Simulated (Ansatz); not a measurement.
Rigid (100) slab of Mo, space group Fm-3m (No. 225):

```
CELL_PARAMETERS angstrom
2.80070 0.00000 0.00000
0.00000 2.80070 0.00000
0.00000 0.00000 22.94119
ATOMIC_POSITIONS crystal
Mo 0.50000 0.50000 0.37051
Mo 0.00000 0.00000 0.45684
Mo 0.50000 0.50000 0.54079
Mo 0.00000 0.00000 0.62531
```

Computed with DFT PBEsol, scalar-relativistic, plane waves, PAW in Ansatz. Cutoff 420 eV; k points 10×10×1 on the computed 5-atom cell (Γ-centred); Gaussian smearing, width 0.10 eV; no spin polarisation. A dipole correction removes the field between periodic images along c.

An adatom of H is held over the places (i/3, j/3) of the 1×1 surface cell, counted from the highest atom (Mo), and only its height relaxes; one adatom per 7.8 Å². This grid misses the bridge places.

(1) What is the energy landscape, counted from the lowest point of this grid?

Results:

(1) Energies in eV:

| i | j=0 | j=1 | j=2 |
| --- | --- | --- | --- |
| 0 | 0.59 | 0.17 | 0.17 |
| 1 | 0.17 | 0.00 | 0.00 |
| 2 | 0.17 | 0.00 | 0.00 |

Heights over the highest slab atom in Å:

| i | j=0 | j=1 | j=2 |
| --- | --- | --- | --- |
| 0 | 1.72 | 1.47 | 1.47 |
| 1 | 1.47 | 1.19 | 1.19 |
| 2 | 1.47 | 1.19 | 1.19 |

The reference crystal is the fcc form of Mo, which isn't its usual structure.